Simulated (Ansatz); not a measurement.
# AlCu3: opening a crack plane

AlCu3, Pm-3m, a = 3.632 Å. The structure is a Materials Project entry; whether it is the stable form wasn't checked. Ansatz: PBEsol, PAW, 420 eV, Γ-centred 13×13×5 mesh on 12 atoms, Gaussian smearing 0.15 eV; no spin polarisation. One cut on (100) per cell of 12 atoms is opened rigidly by x, between planes of Al+Cu and Cu that stand 1.82 Å apart; y is the energy per area (13.190 Å², 1 eV/Å² = 16.02 J/m²).

```tsv
x (Å)	y (J/m²)
0.00	0.000
0.50	?
1.00	1.843
2.00	3.166
3.00	3.570
6.00	3.666
```

**Question.** Fit the universal binding curve y = W[1 − (1 + x/l) e^(−x/l)] to the other rows, give the peak stress, and predict the missing value.

**Answer.** Least squares gives W = 3.69 J/m² and l = 0.590 Å. The stress dy/dx peaks at x = l with W/(e l) = 23.0 GPa, for rigid faces. At x = 0.50: x/l = 0.847, y = 0.769 J/m². The run gave 0.729 J/m², so the fit is 0.040 J/m² too high, within twice the rms miss on the fitted rows (0.021 J/m²).

Cost: 6 runs of about 26 core-minutes in all, on Arm Neoverse V1 (shared hosts).